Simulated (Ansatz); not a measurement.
## wurtzite-structured GdN

The computed numbers are results of PBE, scalar-relativistic (collinear spin) in the plane-wave PAW code Ansatz at 420 eV, 10×10×8 k-mesh, Gaussian smearing of 0.05 eV; PAW files: Ansatz's generated set soft_2.

```
CELL_PARAMETERS angstrom
4.06266 0.00000 0.00000
-2.03133 3.51837 0.00000
0.00000 0.00000 5.06588
ATOMIC_POSITIONS crystal
Gd 0.66667 0.33333 0.04978
Gd 0.33333 0.66667 0.54978
N 0.66667 0.33333 0.57542
N 0.33333 0.66667 0.07542
```

The start was a prototype's sites filled with these elements. The Crystallography Open Database lists the compound in space group Fm-3m (rock salt), so this is a trial structure.

The geometry is fixed. Moments are started on Gd in several ways. Signs follow the order of those atoms. q is the propagation vector of an order in a doubled cell, in units of this cell's reciprocal vectors; doubled cells take an equivalent mesh or are counted from a ferromagnetic run in the same cell, unless said otherwise. Energies count from the first row, the state in which the cell was relaxed.

The starts:
- ferromagnetic
- no spin polarisation
- antiferromagnetic in the cell, signs +-
- antiparallel, q = (0, 0, 1/2), signs ++--
- antiparallel, q = (0, 1/2, 0), signs ++--

**Question.** Which start ends lowest?

**Answer.** Lowest: ferromagnetic.

```tsv
start	largest typed moment (μB)	ΔE (meV/atom)	gap on the mesh (eV)	P (GPa)	final spin moments (μB)
ferromagnetic	7.50	0.0	0.65	0.0	Gd 6.82; N -0.07
no spin polarisation	0.00	3932.9	metal	-5.4	none
antiferromagnetic in the cell, signs +-	7.00	3.5	1.25	0.1	Gd 6.80, -6.80
antiparallel, q = (0, 0, 1/2), signs ++--	7.00	2.2	1.21	0.1	Gd 6.81, -6.81; N -0.05, 0.05
antiparallel, q = (0, 1/2, 0), signs ++--	7.00	1.5	1.19	0.1	Gd 6.81, -6.81
```

1 further start is left out (unconverged or without a whole record).

The next distinct energy lies only 1.5 meV/atom above the lowest at one geometry; relaxing each state, or a finer mesh, could change the order.

The program noted a lower state or an instability beside: antiferromagnetic in the cell, signs +-; antiparallel, q = (0, 0, 1/2), signs ++--; antiparallel, q = (0, 1/2, 0), signs ++--. The lower rows of the table may be what it saw.

The atoms aren't at rest in: no spin polarisation (forces up to 0.15 eV/Å), so relaxing would lower that row.

The row without spin polarisation prices the pairing of the open shell's electrons, not a magnetic ordering energy.

Only orders that fit these small cells were tried, so the real crystal's order may be another.

Hund's first rule gives Gd³⁺ with 7 f electrons 7 unpaired spins, a spin moment of 7 μB; the run has 6.82 μB on Gd (atomic spheres) and 7.11 f electrons on orthogonalised orbitals. The moment is close to the ion's, so in this run the shell is localised and nearly fully polarised.

Semilocal functionals without a U place occupied f levels too high and empty ones too low, so gaps that touch them come out too small. Scalar-relativistic only: spin–orbit splittings of the heavy atoms' levels are missing. Site moments are of spin, integrated over atomic spheres.

The state of the open shells isn't shown to be the lowest.
